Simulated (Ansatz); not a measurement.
# Cu₂O: experiment and calculation

**Experimental background.**

“Phonons, Nature of Bonding and Their Relation to Anomalous Thermal Expansion Behavior of M2O (M=Au, Ag, Cu)”, 2013, arxiv:1311.4701 quotes, for a powder of Cu2O: lattice constant a 4.268 Å at 293 K; bulk modulus 112 GPa.

“Magneto-absorption spectra of hydrogen-like yellow exciton series in cuprous oxide: excitons in strong magnetic fields”, 2018, pmc:5959916 reports, for a bulk crystal of Cu2O at 1.2 K: band gap 2.172 eV.

How close the calculation comes is told below.

Method: DFT PBEsol, scalar-relativistic, plane waves, PAW (Ansatz).

Cutoff 420 eV; k points 8×8×8 on the computed 6-atom cell (Γ-centred); Gaussian smearing, width 0.02 eV; no spin polarisation.

Relaxed structure, symmetry kept:

```cif
data_structure
_symmetry_space_group_name_H-M 'P 1'
_symmetry_Int_Tables_number 1
_cell_length_a 4.2224
_cell_length_b 4.2224
_cell_length_c 4.2224
_cell_angle_alpha 90.000
_cell_angle_beta 90.000
_cell_angle_gamma 90.000
_cell_volume 75.28
loop_
_atom_site_label
_atom_site_type_symbol
_atom_site_fract_x
_atom_site_fract_y
_atom_site_fract_z
_atom_site_occupancy
Cu1 Cu 0.25000 0.25000 0.25000 1
Cu2 Cu 0.25000 0.75000 0.75000 1
Cu3 Cu 0.75000 0.75000 0.25000 1
Cu4 Cu 0.75000 0.25000 0.75000 1
O1 O 0.00000 0.00000 0.00000 1
O2 O 0.50000 0.50000 0.50000 1
```

```
Space group                                                                                                                                 : Pn-3m (No. 224)
Volume per atom                                                                                                                             : 12.55 Å³
Formation energy from the elements' standard states (uncorrected)                                                                           : -0.382 eV/atom
Kohn–Sham band gap                                                                                                                          : 0.56 eV, direct at Γ
Löwdin character of the top 1 eV of the valence band                                                                                        : Cu 3d 69 %, O 2p 17 %, Cu 4s 12 %
Löwdin character of the lowest 1 eV of the conduction band                                                                                  : Cu 3d 39 %, Cu 4s 23 %, O 2s 17 %, O 2p 11 %, unprojected 10 % (semilocal functionals without a Hubbard U place empty 3d levels too low)
Electron masses at the edge by Cartesian direction of the standard setting (m_e; degenerate bands sorted by energy; no spin-orbit coupling) : x: 0.95; y: 0.95; z: 0.95
Hole masses at the edge by Cartesian direction of the standard setting (m_e; degenerate bands sorted by energy; no spin-orbit coupling)     : x: 3.2, 3.2, 0.12; y: 3.2, 3.2, 0.12; z: 3.2, 3.2, 0.12
Bulk modulus                                                                                                                                : 131 GPa
Its pressure derivative                                                                                                                     : 4.7
Electronic dielectric constant xx, yy, zz of the standard setting (independent particles)                                                   : 10.2, 10.2, 10.2
Bader charges (e)                                                                                                                           : Cu (4 in the cell) 0.54, O (2 in the cell) -1.07
```

A ferromagnetic start lost its moments in a first run, so spin was left out; other magnetic orders weren't tried.

A measured lattice constant a of Cu2O is 4.268 Å (293 K; powder; quoted in the paper above); the calculated 4.222 Å misses it by -1.1 %. 2 values of this kind are on record (4.267 to 4.268 Å); this one was drawn at random. The calculation is for 0 K without zero-point motion. Against the measured band gap of Cu2O, 2.172 eV (1.2 K; the paper above), the calculated 0.56 eV is off by -1.61 eV. So large a miss may mean another phase, state or a wrong row. 2 values of this kind are on record (2.17 to 2.172 eV); this one was drawn at random. Kohn–Sham gaps of semilocal functionals fall short of measured ones as a rule. Measured bulk modulus of Cu2O: 112 GPa (quoted in the paper above). This calculation gives 131 GPa (+16.8 %).